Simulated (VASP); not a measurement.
A run of VASP 6.6.1 is set up as follows.

File INCAR:

```
PREC     = Accurate       # precision mode
ENCUT    = 500            # plane-wave cutoff, eV
EDIFF    = 1E-6           # SCF threshold, eV
ISMEAR   = 0              # smearing method
SIGMA    = 0.01           # smearing width, eV
LREAL    = False          # projectors in reciprocal space
LASPH    = True           # aspherical terms in the spheres
NELM     = 120            # most SCF steps
ALGO     = Normal         # electronic algorithm
ISIF     = 2              # what is computed and relaxed
LWAVE    = False          # write WAVECAR
LCHARG   = True           # write CHGCAR
GGA      = PS             # functional
LELF     = True           # ELF
LVHAR    = True         
NBANDS   = 16             # bands
GGA_COMPAT= False
```

KPOINTS

```
regular mesh
0
Gamma
  5 5 5
```

The input POSCAR:

```
InP
1.0
    0.0000000000      2.9538133435      2.9538133435
    2.9538133435      0.0000000000      2.9538133435
    2.9538133435      2.9538133435      0.0000000000
In P
1 1
Direct
    0.0000000000      0.0000000000      0.0000000000
    0.2500000000      0.2500000000      0.2500000000
```

Potentials or basis: VASP PAW PBE potentials, release 64 (In_d, P).

Run with:

```sh
$ cat potpaw_PBE.64/In_d/POTCAR potpaw_PBE.64/P/POTCAR > POTCAR
$ mpirun -np 1 vasp_std > vasp.out
```

Q: What does it give for the pressure?

A: -1.0 GPa.

Q: What does it give for the band gap on the k mesh?

A: 0.48 eV, direct.

Caveat: the PAW data sets were made with another functional, which shifts forces and pressure a little; spin-orbit coupling is left out, which moves the levels of the heavy elements.

**What was measured.**

From a printed reference work, data compilation, for a bulk crystal of InP at 1.6 K: band gap 1.4236 eV (direct).

Against the measured gap of InP, 1.4236 eV (direct; 1.6 K; a printed reference work, data compilation), the calculated 0.48 eV is off by -0.94 eV. Spin-orbit coupling on In is left out. The value is that of PBEsol, without temperature or zero-point motion. Semilocal functionals fall short of measured gaps as a rule.
